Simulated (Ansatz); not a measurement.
# SnO2 (Pa-3) in Ansatz: band structure with BLYP

Aim: the band structure of SnO2 with BLYP.

All numbers are computed with Ansatz 0.2.0; they aren't measurements. Logs are shortened: lines on timing, memory, paths and dates and some standing lists are left out, and cuts for length are marked.

**1. The structure**

Symmetry: Pa-3, No. 205, cubic system. Conventional cell: a = 5.175 Å, b = 5.175 Å, c = 5.175 Å, α = 90.00°, β = 90.00°, γ = 90.00°. Sn (site symmetry -3) is surrounded by 6 O at 2.11 Å. O (site symmetry 3) is surrounded by 3 Sn at 2.11 Å.

Measurements of this composition are mostly on another form, of space group No. 136.

**2. Band structure, BLYP**

Contents of input.yaml:

```yaml
crystal:
  lattice:
    - [5.175256, 0.0, 0.0]
    - [0.0, 5.175256, 0.0]
    - [0.0, 0.0, 5.175256]
  atoms:
    - { symbol: Sn, position: [0.0, 0.0, 0.0] }
    - { symbol: Sn, position: [0.5, 0.0, 0.5] }
    - { symbol: Sn, position: [0.5, 0.5, 0.0] }
    - { symbol: Sn, position: [0.0, 0.5, 0.5] }
    - { symbol: O, position: [0.661098, 0.838902, 0.161098] }
    - { symbol: O, position: [0.838902, 0.161098, 0.661098] }
    - { symbol: O, position: [0.161098, 0.661098, 0.838902] }
    - { symbol: O, position: [0.338902, 0.338902, 0.338902] }
    - { symbol: O, position: [0.661098, 0.661098, 0.661098] }
    - { symbol: O, position: [0.838902, 0.338902, 0.161098] }
    - { symbol: O, position: [0.161098, 0.838902, 0.338902] }
    - { symbol: O, position: [0.338902, 0.161098, 0.838902] }
hamiltonian:
  xc: blyp
  pseudopotentials: { kind: paw }
kpoints:
  mp_grid: { grid: [5, 5, 5] }
  band_path:
    path:
      - [[0.0, 0.0, 0.0], [0.0, 0.5, 0.0], [0.5, 0.5, 0.0], [0.0, 0.0, 0.0], [0.5, 0.5, 0.5], [0.0, 0.5, 0.0]]
      - [[0.5, 0.5, 0.0], [0.5, 0.5, 0.5]]
    npoints: 10
scf:
  occupations: { method: fermi_dirac, width: 0.05 }
  n_extra_bands: 30
output:
  forces: true
  stress: true
  eigenvalues: true
  fatbands: false
  write_density: true
  write_potential: true
  elf: true
  volumetric_format: npy
```

Potentials or basis: Ansatz PAW.

Run with:

```sh
ansatz run input.yaml --threads 4 --pin off --max-ram 11264MiB --backend cpu --events-out ev --progress --plain --runs-dir out
```

The program printed:

```text
Warning: RAYON_NUM_THREADS=4 ignored (pool sized by the plan → 4); use --threads N
scf.n_extra_bands = 30 over 52 filled bands (N_el = 104.0): the run solves 82 bands
Engine: ansatz 0.2.0, aarch64-unknown-linux-gnu
Pseudopotentials: kind: paw
Pseudopotential: Sn, paw, valence charge 14, recommended cutoff 420 eV (normal), Sn.paw.azcp
Pseudopotential: O, paw, valence charge 6, recommended cutoff 420 eV (normal), O.paw.azcp
Functional definition: BLYP
  parameter beta = 0.0042
  parameter a = 0.04918
  parameter b = 0.132
  parameter c = 0.2533
  parameter d = 0.349
  exchange = b88_x(beta = beta)
  correlation = lyp_c(a = a, b = b, c = c, d = d)
Crystal: 12 atoms, lattice volume = 138.610 Å³
Basis set: ecut = 420 eV, 2721 PW (Γ), exchange–correlation on 72×72×72 points (8 copies of the dense FFT grid, shifted against one another)
Bands: 82, of which v1, the nominal top of the filled ones, is band 52 counted from 1 (51 counted from 0)
Symmetry: 24 space group operations
Space group: Pa-3 (ITA 205), of the structure as read, at distance tolerance 5.2e-5 Å
k-points: 11 of 125
Non-local potential: Sn, projectors of the file, l = 0: 2, l = 1: 2, l = 2: 2, l = 3: 2
Non-local potential: O, projectors of the file, l = 0: 2, l = 1: 2, l = 2: 1
PAW form: soft (Blöchl's): semilocal exchange-correlation on the pseudo side does not see the compensation charge
PAW frozen core: Sn, regenerated for the run's functional, and the local potential with it (the file was generated under x = pbe(κ = 0.804, μ = 0.2195149727645171), c = pbe(β = 0.06672455060314922))
PAW frozen core: O, regenerated for the run's functional, and the local potential with it (the file was generated under x = pbe(κ = 0.804, μ = 0.2195149727645171), c = pbe(β = 0.06672455060314922))
PAW one-centre angular grid: Sn, 590 points (default); XC on 64 Gauss nodes
PAW one-centre angular grid: O, 110 points (default); XC on 64 Gauss nodes
Initial density: superposition of atomic densities (neutral atoms: chi_scale 0, normalization atom), corrected by the library's trained network
Initial wavefunctions: pseudopotential atomic-orbital guess
Functional: x = b88, c = lyp
SCF iter   1: F=—  HF=-28714.789971 eV  |F-HF|=—  |Δ(HF+E_count)|=         —  Δρ=1.89e-2  dr2=3.34e-1  ethr=1.77e-3  ⟨swp⟩=5.6  Hψ=3819  notcnv=0  defer=134
preconditioner: auto → Resta (q_TF=auto, 2.601 Å⁻¹)  ε∞=2.9  [insulator: Δε(μ)=0.725 eV  Ē_g=23.491 eV  σ=0.050 eV  W_gap=0.99  n_scr=32 (ndim 8)  ℏωp=32.2 eV  f_vac=0.000  D(μ)=0.00/eV (n_scr^D=0)  ε∞_Penn≈2.9]
SCF iter   2: F=—  HF=-28714.704891 eV  |F-HF|=—  |Δ(HF+E_count)|=   8.51e-2  Δρ=6.93e-3  dr2=5.16e-2  ethr=3.21e-4  ⟨swp⟩=2.5  Hψ=1247  notcnv=0  defer=276
SCF iter   3: F=—  HF=-28714.692850 eV  |F-HF|=—  |Δ(HF+E_count)|=   1.20e-2  Δρ=9.44e-4  dr2=4.70e-4  ethr=4.96e-5  ⟨swp⟩=2.0  Hψ=1010  notcnv=0  defer=276
SCF iter   4: F=—  HF=-28714.693050 eV  |F-HF|=—  |Δ(HF+E_count)|=   1.99e-4  Δρ=3.79e-4  dr2=1.08e-4  ethr=4.52e-7  ⟨swp⟩=2.0  Hψ=978  notcnv=0  defer=276
SCF iter   5: F=—  HF=-28714.693016 eV  |F-HF|=—  |Δ(HF+E_count)|=   3.33e-5  Δρ=2.14e-5  dr2=6.46e-7  ethr=1.04e-7  ⟨swp⟩=2.1  Hψ=968  notcnv=0  defer=276
SCF iter   6: F=—  HF=-28714.693040 eV  |F-HF|=—  |Δ(HF+E_count)|=   2.35e-5  Δρ=7.85e-6  dr2=4.72e-8  ethr=9.62e-11  ⟨swp⟩=19.2  Hψ=8283  notcnv=0
SCF iter   7: F=-28714.693040 eV  HF=-28714.693040 eV  |F-HF|=5.28e-10  |Δ(HF+E_count)|=   2.19e-8  Δρ=1.21e-6  dr2=1.27e-9  ethr=4.54e-11  ⟨swp⟩=6.4  Hψ=4385  notcnv=0
SCF 1 converged in 7 iterations: F = -28714.693040 eV  dr2 = 1.27e-9
NSCF: frozen V_eff on 62 k-points
SCF converged after 7 iterations
Free energy (F): -28714.693040 eV
Harris-Foulkes:  -28714.693040 eV  (|F-HF|=5.28e-10)
Internal energy: -28714.692807 eV  (E = F + TS)
E sigma→0 (E₀):  -28714.692923 eV
Entropy (-TS):   -0.000232 eV (-0.019 meV/atom)
Fermi energy:    10.749298 eV
--- Per-component energies (eV) ---
  E_band       = -122.835232
  E_kinetic    = 2162.908793
  E_local      = -5012.940462  (includes V_loc(G=0)·N_el)
  E_nonlocal   = 271.658692
  E_hartree    = 2666.554387
  E_xc         = -2091.986068
  E_vxc        = -1108.953962  (∫ρ·V_xc dr)
  E_paw        = -17952.002606  (= ΣΔE_a)
  E_vpaw       = -1768.635143  (= ΣTr[D̂ρ^β])
  E_aug_tail   = 0.019929  (compensation charges beyond the density's cutoff)
  E_ewald      = -8758.422399
  E_core_change = -0.483073  (= ΣΔE_core)
  E_smearing   = -0.000232  (= −TS)
  E_closure    = 0.000000  (closes the sum)
  Σ components = -28714.693040   (vs F -28714.693040, Δ=0.00e0)
--- Forces (eV/Å), atoms counted from 1 ---
  atom   1  Sn     0.00000000    -0.00000000     0.00000000
  atom   2  Sn     0.00000000    -0.00000000    -0.00000000
  atom   3  Sn     0.00000000    -0.00000000     0.00000000
  atom   4  Sn     0.00000000    -0.00000000     0.00000000
  atom   5  O     -0.02135971     0.02135971    -0.02135971
  atom   6  O      0.02135971    -0.02135971    -0.02135971
  atom   7  O     -0.02135971    -0.02135971     0.02135971
  atom   8  O      0.02135971     0.02135971     0.02135971
  atom   9  O     -0.02135971    -0.02135971    -0.02135971
  atom  10  O      0.02135971     0.02135971    -0.02135971
  atom  11  O     -0.02135971     0.02135971     0.02135971
  atom  12  O      0.02135971    -0.02135971     0.02135971
  max |Σ_I F_I| component: 2.43e-17 eV/Å
--- Stress (GPa, compression-positive) ---
        5.396033      -0.000000       0.000000
       -0.000000       5.396033       0.000000
        0.000000       0.000000       5.396033
  P = ⅓ Tr σ = 5.3960 GPa (53.960 kbar)
--- Band table (eV; the first three rows and the last of 11) ---
  k-point 0: bands = ["-10.4376", "-10.4376", "-10.4376", "-9.7847", "-9.7847", "-9.7847", "-9.7336", "-9.7336", "-9.6892", "-9.6806", "-9.6806", "-9.6806", "-9.6149", "-9.6149", "-9.6149", "-9.5540", "-9.5540", "-9.5540", "-9.5471", "-9.5471", "-8.1904", "-6.5921", "-6.5921", "-6.5921", "-5.6433", "-4.9341", "-4.9341", "-4.9341", "3.4092", "3.4092", "3.4092", "5.4057", "5.4057", "5.4057", "5.7684", "5.7684", "7.9553", "7.9553", "7.9553", "8.3499", "8.3499", "8.3499", "8.7071", "9.3628", "9.3628", "9.3628", "9.6656", "9.6656", "10.0707", "10.3041", "10.3041", "10.3041", "10.9441", "16.0311", "16.0311", "16.0311", "17.8569", "17.8569", "17.8569", "19.0254", "19.0254", "19.0254", "19.1376", "21.8232", "21.8232", "23.0497", "23.0497", "23.0497", "23.0575", "23.0575", "23.0575", "24.7676", "24.9196", "24.9196", "24.9196", "28.0140", "28.0140", "28.0140", "29.2717", "29.2717", "29.7570", "29.7570"]
  k-point 1: bands = ["-10.3963", "-10.3944", "-10.3840", "-9.8297", "-9.8139", "-9.8132", "-9.7762", "-9.7332", "-9.6972", "-9.6861", "-9.6792", "-9.6767", "-9.6300", "-9.6266", "-9.6144", "-9.5662", "-9.5623", "-9.5607", "-9.5558", "-9.5510", "-8.0799", "-6.8028", "-6.4435", "-6.4067", "-5.6366", "-5.0637", "-5.0080", "-4.9645", "3.2054", "3.2721", "3.7407", "5.4539", "5.5194", "5.7158", "5.7331", "6.2119", "7.6084", "7.6298", "7.6371", "8.2139", "8.4801", "8.5386", "8.6534", "9.1159", "9.3372", "9.4552", "9.5973", "9.5983", "9.9167", "10.2041", "10.2481", "10.3274", "11.9407", "15.5608", "15.5694", "15.8353", "17.9992", "18.1555", "18.3707", "18.9907", "19.0725", "19.1314", "19.3915", "21.3259", "21.8962", "22.6484", "22.7016", "22.8889", "23.2365", "23.3620", "23.4107", "24.9735", "25.0431", "25.1986", "25.6004", "26.5425", "27.6184", "27.8511", "28.1589", "28.8530", "29.8764", "30.0341"]
  k-point 2: bands = ["-10.3031", "-10.3004", "-10.2325", "-10.0166", "-9.9334", "-9.9254", "-9.7563", "-9.7387", "-9.7039", "-9.6882", "-9.6776", "-9.6727", "-9.6290", "-9.6270", "-9.6077", "-9.5901", "-9.5769", "-9.5750", "-9.5587", "-9.5576", "-7.7554", "-7.2762", "-6.0904", "-5.9547", "-5.7485", "-5.4415", "-5.0939", "-5.0413", "2.9892", "3.0404", "4.6329", "5.5592", "5.5666", "5.6414", "6.4488", "6.6009", "6.8710", "7.1945", "7.2233", "8.0003", "8.4949", "8.7534", "8.8618", "8.9676", "9.0305", "9.2683", "9.6042", "9.7257", "9.8378", "10.0388", "10.3323", "10.3592", "13.3238", "14.5781", "15.1522", "15.3796", "18.1461", "18.2525", "18.8249", "19.0337", "19.4884", "19.7804", "20.0752", "20.4206", "21.9921", "22.0186", "22.2365", "22.6520", "23.7716", "23.7813", "23.8081", "24.8465", "25.2707", "25.2751", "26.0225", "26.3381", "26.3445", "27.1456", "27.6584", "28.4364", "29.6470", "30.0499"]
  k-point 10: bands = ["-10.3226", "-10.2785", "-10.2785", "-10.2655", "-9.8086", "-9.8086", "-9.7503", "-9.7503", "-9.6981", "-9.6981", "-9.6966", "-9.6947", "-9.5909", "-9.5909", "-9.5826", "-9.5789", "-9.5789", "-9.5745", "-9.5745", "-9.5726", "-6.9050", "-6.5789", "-6.5163", "-6.5163", "-5.6770", "-5.6590", "-5.6590", "-5.4452", "4.1410", "4.1410", "4.2335", "4.5756", "6.4347", "6.5004", "6.5004", "6.7672", "6.7937", "6.7937", "7.1781", "7.1781", "8.4621", "8.4621", "8.7490", "8.9639", "9.2073", "9.2073", "9.4050", "9.4050", "9.8039", "9.8055", "9.8779", "9.8779", "14.9550", "15.1916", "15.1916", "15.2338", "17.7040", "17.9320", "17.9320", "18.0050", "21.1075", "21.1814", "21.1814", "21.6426", "21.7595", "21.7595", "22.0475", "22.0475", "23.3659", "23.3659", "23.6722", "23.6722", "24.6174", "24.8808", "24.8808", "24.9197", "26.8068", "27.3031", "27.3828", "27.3828", "30.0373", "30.0373"]
```

Run time: 9.9 s. Hardware: 4 threads of Arm Neoverse V1, shared host; peak memory 0.74 GiB.

Results:

| Property | Result |
| --- | --- |
| Free energy | -28714.6930 eV |
| Pressure | 5.4 GPa |
| Largest force | 0.037 eV/Å |
| Band gap on the k mesh | 0.58 eV, indirect (least direct gap 0.64 eV) |
| Band gap along the path | 0.58 eV, indirect (least direct gap 0.64 eV) |

Forces in eV/Å, atoms in the order of the input:
```
Sn   0.000  0.000  0.000
Sn   0.000  0.000  0.000
Sn   0.000  0.000  0.000
Sn   0.000  0.000  0.000
O   -0.021  0.021 -0.021
O    0.021 -0.021 -0.021
O   -0.021 -0.021  0.021
O    0.021  0.021  0.021
O   -0.021 -0.021 -0.021
O    0.021  0.021 -0.021
O   -0.021  0.021  0.021
O    0.021 -0.021  0.021
```

Levels at the corners of the path, in eV from the valence-band top:
```tsv
point	band 50	band 51	band 52	band 53	band 54	band 55
Γ	-0.06	-0.06	-0.06	0.58	5.67	5.67
X	-0.44	-0.01	-0.01	3.61	3.61	4.83
M	-0.30	-0.30	-0.30	4.47	4.47	4.47
Γ	-0.06	-0.06	-0.06	0.58	5.67	5.67
R	-0.60	-0.60	-0.60	4.92	4.92	4.92
X	-0.44	-0.01	-0.01	3.61	3.61	4.83
M	-0.30	-0.30	-0.30	4.47	4.47	4.47
R	-0.60	-0.60	-0.60	4.92	4.92	4.92
```

Caveat: the pressure holds a Pulay correction of +1.0 GPa for the finite cutoff; spin-orbit coupling is left out, which moves the levels of the heavy elements; the PAW data sets come from PBE, with cores solved anew for the run's functional, which leaves a small shift of forces and pressure.
